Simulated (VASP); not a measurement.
Bi, 1 atom in the cell. It takes space group Im-3m (No. 229, cubic). Conventional cell: a = 3.908 Å, b = 3.908 Å, c = 3.908 Å, α = 90.00°, β = 90.00°, γ = 90.00°. Bi (site symmetry m-3m) is surrounded by 8 Bi at 3.38 Å. This isn't the form of Bi at room conditions, which is rhombohedral. The cell isn't the ideal one: a relaxed cell with its volume scaled by 0.96.

| Quantity | Value |
| --- | --- |
| Program | VASP 6.6.1 |
| Task | relaxation of the atoms |
| Functional | r2SCAN |
| Potentials or basis | VASP PAW PBE potentials, release 64 (Bi_d) |
| Cutoff | 600 eV |
| k mesh | 14 × 14 × 14 |
| Occupations | methfessel-paxton, width 0.1 eV |
| Spin | no spin polarisation |
| Further INCAR settings | ALGO = Normal; EDIFF = 1e-07; IBRION = 2; EDIFFG = -0.01; NSW = 40 |

Potentials or basis: VASP PAW PBE potentials, release 64 (Bi_d).

Run with:

```bash
$ cat potpaw_PBE.64/Bi_d/POTCAR > POTCAR
$ mpirun -np 1 vasp_std > vasp.out
```

Hardware: 1 thread of Intel(R) Xeon(R) 6975P-C (Granite Rapids) (shared host).

Q: Estimate the wall time of this run.

A: Run time: 86 s on 1 thread of Intel(R) Xeon(R) 6975P-C (Granite Rapids), with other jobs on the host, peak memory 0.19 GiB. Counts: scf iterations 20, k points 104, ion steps 1.
